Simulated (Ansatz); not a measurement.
Free-standing chains of the atoms of NaI, named by their start (strip: triangular double chain, ladder: square double chain); atoms and period are relaxed, and energies count from relaxed bulk NaI (Fm-3m, 34.78 Å³/atom, gap on the mesh 3.58 eV).

These are results of Ansatz, DFT PBE, scalar-relativistic, plane waves, PAW, not measurements.

Cutoff 420 eV, Gaussian smearing of 0.05 eV, energies at zero smearing, symmetry of each start kept, collinear spin where a moment is listed.

```csv
start,atoms,k mesh,excess energy (eV per host atom),period (Å),gap on the mesh (eV),highest filled level or Fermi level under vacuum (eV)
linear chain,2,1×1×11,0.362,5.751,3.92,5.89
dimerised chain,2,1×1×11,0.362,5.760,3.91,5.89
zigzag chain,2,1×1×12,0.361,5.752,3.95,5.90
ladder chain,4,1×1×11,0.209,5.856,4.12,-
strip chain*,2,1×1×21,0.361,5.755,3.96,5.90
```

Zero in every row: size of the moment (μB per cell).

* ends far from its start.

Spin-orbit coupling is left out, which matters for the bands of heavy elements. An odd mesh misses points on the zone edge, so a gap read on it can be too wide.

Each run keeps its start's symmetry and one magnetic start, so lower states can exist. Rows stand on unlike meshes and boxes, so starts that end alike can differ by a few hundredths of an eV per atom.

Cost: 5 runs of about 21 core-minutes in all, on Arm Neoverse V1 (shared hosts).